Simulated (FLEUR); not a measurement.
Crystal: CdS (Greenockite).

```
CELL_PARAMETERS angstrom
4.15000 0.00000 0.00000
-2.07500 3.59401 0.00000
0.00000 0.00000 6.73700
ATOMIC_POSITIONS crystal
Cd 0.66667 0.33333 0.50000
Cd 0.33333 0.66667 0.00000
S 0.66667 0.33333 0.87500
S 0.33333 0.66667 0.37500
```

Base run:

* Program: FLEUR MaX-R8.1 (patched build s14)
* Functional: revPBE
* Potentials or basis: all-electron
* Basis: FLAPW
* Kmax: 4.21 1/bohr
* k mesh: 7 × 7 × 4
* Occupations: fermi-dirac, width 0.05 eV
* Spin: no spin polarisation

Its results: band gap on the k mesh 1.34 eV, direct.

**Question.** The run is repeated on the same cell with these changes: functional from revPBE to PBE; k mesh from 7 × 7 × 4 to 3 × 3 × 2. What comes out?

**Answer.** Band gap on the k mesh 1.17 eV, direct.

Several settings changed at once, so the effect can't be laid on one alone.

Caveats: some runs use coarse meshes; an odd mesh through Γ misses points on the zone boundary, where band edges often lie (some runs).

Not every run made on this cell is shown here.
